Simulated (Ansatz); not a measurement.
What does this script print? It uses the Python package of Ansatz (0.2.0).

The script, `analyse.py`:
```python
"""Electronic structure of NaCl, looked at from several sides."""

from collections import defaultdict
from dataclasses import dataclass
from pathlib import Path
import warnings

import ansatz
from ase.io.cube import read_cube_data
from ase.units import Bohr
import numpy as np
from pymatgen.core import Structure
from pymatgen.symmetry.analyzer import SpacegroupAnalyzer
from scipy.ndimage import map_coordinates


@dataclass(frozen=True)
class Settings:
    max_scf: int = 150
    kspacing: float = 0.4
    smearing: str = "Fixed"
    cutoff_ev: int = 470
    functional: str = "pbe"
    dispersion: str = "d3bjatm"


settings = Settings()


def main() -> None:
    warnings.simplefilter("ignore", ansatz.DeckWarning)

    vectors = np.array([
        [2.86, 0.0, 0.0],
        [0.0, 2.86, 0.0],
        [0.0, 0.0, 2.86],
    ])
    nacl = (
        ansatz.Lattice.of(vectors)
        .atom("Na", (0.0, 0.0, 0.0))
        .atom("Cl", (0.5, 0.5, 0.5))
    )

    setup = (
        nacl.calculation()
        .accuracy("low")
        .scf(max_iterations=settings.max_scf)
        .kpoints(spacing=settings.kspacing)
        .occupations(settings.smearing)
        .basis(settings.cutoff_ev)
        .functional(settings.functional, dispersion=settings.dispersion)
        .density_of_states(energy_step=0.1, method="smearing", broadening_width=0.1, projected=True)
        .density()
        .populations()
        .bader_charges()
        .output_files(volumetric_format=["cube", "npy"])
    )
    result = setup.run(threads=1, pin="off")
    data = result.report

    print(f"free energy      {data['free_energy_ev']:.5f} eV")
    print(f"per atom         {data['free_energy_ev'] / len(result.lattice.sites):.5f} eV")
    print(f"SCF iterations   {data['n_iterations']}  (converged: {data['converged']})")

    dos = result.density_of_states()
    energy = np.asarray(dos.energies_ev) - dos.fermi_ev
    projected = result.projected_density_of_states()
    by_shell = defaultdict(float)
    for site in projected.sites:
        for shell in site.shells:
            for part in shell.curves:
                by_shell[f"{site.species} {'spdf'[shell.l]}"] += np.sum(part.g_bin_mean_per_ev, axis=0)
    print("E - E_F  " + " ".join(f"{name:>7s}" for name in by_shell))
    for e in np.arange(-8, 8 + 0.1, 1.0):
        print(f"{e:7.1f}  " + " ".join(f"{np.interp(e, energy, curve):7.3f}" for curve in by_shell.values()))

    final = Structure(result.lattice.cell_ang, [s.symbol for s in result.lattice.sites], [s.position_frac for s in result.lattice.sites])
    # smooth valence density along the shortest bond of atom 0
    rho = result.density()
    total = sum(channel.density_e_per_ang3 for channel in rho.channels[:2])
    grid_cell = np.asarray(rho.fft_grid_basis) @ result.lattice.cell_ang
    partner = min(final.get_neighbors(final[0], 5.0), key=lambda n: n.nn_distance)
    line = np.linspace(final[0].coords, partner.coords, 9)
    points = (line @ np.linalg.inv(grid_cell)) * rho.dims
    values = map_coordinates(total, points.T, order=3, mode="grid-wrap")
    print(f"from {final[0].specie} to {partner.specie}, {partner.nn_distance:.3f} A")
    for t, value in zip(np.linspace(0, partner.nn_distance, 9), values):
        print(f"{t:7.3f} A  {value:9.4f} e/A^3")

    analyser = SpacegroupAnalyzer(final, symprec=0.01)
    standard = analyser.get_conventional_standard_structure()
    print(analyser.get_crystal_system(), analyser.get_space_group_symbol(), len(standard), "atoms in the conventional cell")
    print("a b c (A):", [round(x, 4) for x in standard.lattice.abc], " angles:", [round(x, 2) for x in standard.lattice.angles])
    print(f"mass density {float(final.density):.3f} g/cm^3")

    files = Path(result.write_results("tables"))
    print((files / "populations.tsv").read_text())

    charges = result.bader_charges()
    for atom in charges.atoms:
        print(f"Bader charge {atom.symbol:2s} {atom.partial_charge_e:+.3f} e")

    # cube files hold the density in electrons per cubic bohr
    folder = Path(result.write_results("cubes"))
    print("\n".join((folder / "rho.cube").read_text().splitlines()[: 6 + 2]))
    values, cube_atoms = read_cube_data(str(folder / "rho.cube"))
    print("electrons from the file:", round(values.mean() * cube_atoms.get_volume() / Bohr ** 3, 3))


if __name__ == "__main__":
    main()
```

```console
$ python analyse.py
free energy      -2567.72929 eV
per atom         -1283.86465 eV
SCF iterations   7  (converged: True)
E - E_F     Na s    Na p    Cl s    Cl p
   -8.0    0.000   0.000   0.000   0.000
   -7.0    0.007   0.000   0.000   0.044
   -6.0    0.001   0.000   0.000   0.029
   -5.0    0.031   0.006   0.020   0.925
   -4.0    0.005   0.002   0.009   0.637
   -3.0    0.041   0.001   0.048   0.613
   -2.0    0.006   0.004   0.023   1.145
   -1.0    0.000   0.002   0.000   0.934
    0.0    0.000   0.000   0.000   0.157
    1.0    0.000   0.000   0.000   0.000
    2.0    0.000   0.000   0.000   0.000
    3.0    0.000   0.000   0.000   0.000
    4.0    0.000   0.000   0.000   0.000
    5.0    0.009   0.000   0.000   0.000
    6.0    0.694   0.001   0.000   0.014
    7.0    0.323   0.001   0.003   0.028
    8.0    0.000   0.000   0.000   0.001
from Na to Cl, 2.477 A
  0.000 A    20.7793 e/A^3
  0.310 A    12.8425 e/A^3
  0.619 A     1.7918 e/A^3
  0.929 A     0.2130 e/A^3
  1.238 A     0.2686 e/A^3
  1.548 A     0.7575 e/A^3
  1.858 A     1.7456 e/A^3
  2.167 A     1.1467 e/A^3
  2.477 A    -0.2881 e/A^3
cubic Pm-3m 2 atoms in the conventional cell
a b c (A): [2.86, 2.86, 2.86]  angles: [90.0, 90.0, 90.0]
mass density 4.148 g/cm^3
# site	symbol	l	j	q
# orbitals = lowdin
# n_electrons = 16.000000
# spilling = 0.004140
0	Na	0_2S	-	1.971428
0	Na	0_3S	-	0.312723
0	Na	1_2P	-	5.995999
1	Cl	0_3S	-	1.863697
1	Cl	1_3P	-	5.789914

Bader charge Na +0.818 e
Bader charge Cl -0.818 e
ansatz rho
values in e/bohr^3 (x slowest, z fastest)
    2    0.000000    0.000000    0.000000
   24    0.225192    0.000000    0.000000
   24    0.000000    0.225192    0.000000
   24    0.000000    0.000000    0.225192
   11   11.000000    0.000000    0.000000    0.000000
   17   17.000000    2.702308    2.702308    2.702308
electrons from the file: 16.0
```

These settings explore the input space; cutoff and mesh may be short of convergence. Semilocal gaps usually lie well under measured ones. The Fermi level of a run with fixed occupations marks the highest occupied state on its mesh, not mid-gap. Projections exist only for the shells that the potentials hold, some of them semicore, and samples at single energies can miss narrow peaks. The crystal has a gap of about 4.37 eV on the mesh; any density of states at or just above the Fermi level is the tail of the broadening. Densities and potentials on the grid are those of the valence electrons, and inside the cores they hang on the potentials used. The starting cell is as deposited in a crystallographic database; the results hold for this polymorph, which needn't be the stable one. The density of states is complete only as far up as bands were computed. Run time: 7.1 s on 1 thread of Intel(R) Xeon(R) 6975P-C (Granite Rapids), with other jobs on the host, peak memory 0.41 GiB.

(Lines on the test bed's own set-up are left out of the output.)
